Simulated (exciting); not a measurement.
Input of an exciting (release sodium) run:

The input input.xml:

```xml
<input>
  <title>C</title>
  <structure speciespath="./" tshift="false">
    <crystal scale="1">
      <basevect>0.000000000000 3.370080878874 3.370080878874</basevect>
      <basevect>3.370080878874 0.000000000000 3.370080878874</basevect>
      <basevect>3.370080878874 3.370080878874 0.000000000000</basevect>
    </crystal>
    <species speciesfile="C.xml" rmt="1.4">
      <atom coord="0.750000000000 0.750000000000 0.750000000000"/>
      <atom coord="0.500000000000 0.500000000000 0.500000000000"/>
    </species>
  </structure>
  <groundstate do="fromscratch" ngridk="13 13 13" rgkmax="7.5" gmaxvr="14" lmaxapw="10" lmaxmat="10" lmaxvr="8" xctype="GGA_PBE" stype="Gaussian" swidth="0.00040424" nempty="10" ValenceRelativity="iora*" epsengy="1e-05" epspot="1e-05" maxscl="60" tforce="true" outputlevel="normal"/>
</input>
```

Potentials or basis: all-electron LAPW+lo, shipped species files, valence relativity iora*.

Launch:

```console
$ OMP_NUM_THREADS=1 exciting_smp
```

Question: What does it give for the band gap on the k mesh?

Answer: 4.15 eV, indirect (least direct gap 5.60 eV).

Caveat: an odd mesh through Γ misses points on the zone boundary, where band edges often lie.
